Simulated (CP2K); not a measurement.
The system is Au.

```
Au
1.0
     2.87792    0.00000    0.00000
     1.43896    2.49236    0.00000
     1.43896    0.83079    2.34982
Au
1
Direct
  0.00000 0.00000 0.00000
```

Base run:

| Item | Value |
| --- | --- |
| Program | CP2K 2026.2 |
| Functional | optB88-vdW |
| Potentials or basis | POTENTIAL_UZH Au GTH-PBE-q11; TZVP-MOLOPT-PBE-GTH basis |
| Density cutoff | 9524 eV |
| k mesh | 11 × 11 × 11 |
| Occupations | fermi-dirac, width 0.05 eV |
| Spin | no spin polarisation |

Its results: band gap on the k mesh none (metal or under the smearing width); pressure 19.7 GPa.

Task: The run is repeated on the same cell with these changes: functional from optB88-vdW to PBE. What comes out?

Result: Band gap on the k mesh none (metal or under the smearing width); pressure 16.3 GPa.

Caveats: the basis of atomic orbitals isn't converged, which shifts pressures, moduli and gaps; the potentials were made for another functional, which shifts forces and pressure (some runs).
